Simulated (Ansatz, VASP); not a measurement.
Sb: VASP beside Ansatz

The input INCAR:

```
PREC = Accurate
ENCUT = 520
EDIFF = 1E-6
ISMEAR = 0
SIGMA = 0.15
LREAL = False
LASPH = True
NELM = 60
ALGO = Normal
ISIF = 2
LWAVE = False
LCHARG = True
GGA = PS
LELF = True
LVHAR = True
NBANDS = 8
```

The input KPOINTS:

```
Automatic mesh
0
Gamma
  16 16 16
```

The input POSCAR:

```
Sb
1.0
    3.2390000000      0.0000000000      0.0000000000
    0.0000000000      3.2390000000      0.0000000000
    0.0000000000      0.0000000000      3.0810000000
Sb
1
Direct
    0.0000000000      0.0000000000      0.0000000000
```

Input for Ansatz:

```yaml
crystal:
  lattice:
    - [3.239, 0.0, 0.0]
    - [0.0, 3.239, 0.0]
    - [0.0, 0.0, 3.081]
  atoms:
    - { symbol: Sb, position: [0.0, 0.0, 0.0] }
basis:
  ecutwfc: 420
kpoints:
  mp_grid: { grid: [16, 16, 16] }
hamiltonian:
  xc: pbesol
scf:
  occupations: { method: gaussian, width: 0.15 }
output:
  forces: true
  stress: true
  eigenvalues: true
```

Change from the starting cell: strain +0.025 along x and y, -0.025 along z, atoms carried along.

Alike in both runs: task single point; functional PBEsol; k mesh 16 × 16 × 16; occupations gaussian, width 0.15 eV; no spin polarisation.

```csv
,VASP,Ansatz
version,VASP 6.6.1,Ansatz 0.2.0
potentials or method,"VASP PAW PBE potentials, release 64 (Sb)","scalar-relativistic, plane waves, PAW"
plane-wave cutoff (eV),520,420
valence electrons in the cell,5,15
```

```csv
,VASP,Ansatz,Ansatz less VASP
gap on the k mesh at the Fermi level (eV),none,none,-
pressure (GPa),-5.5,-5.5,-0.02
largest component of the traceless stress (GPa),2.37,2.34,-0.027
```

A gap of «none» marks a metal or a gap that the smearing closes. With one functional, cell and mesh, what is left measures potentials, basis and numerics. The two sets of potentials don't hold the same shells in valence.

Caveats: the PAW data sets were made with another functional, which shifts forces and pressure a little (VASP). Spin-orbit coupling is left out, which matters for the levels of Sb.
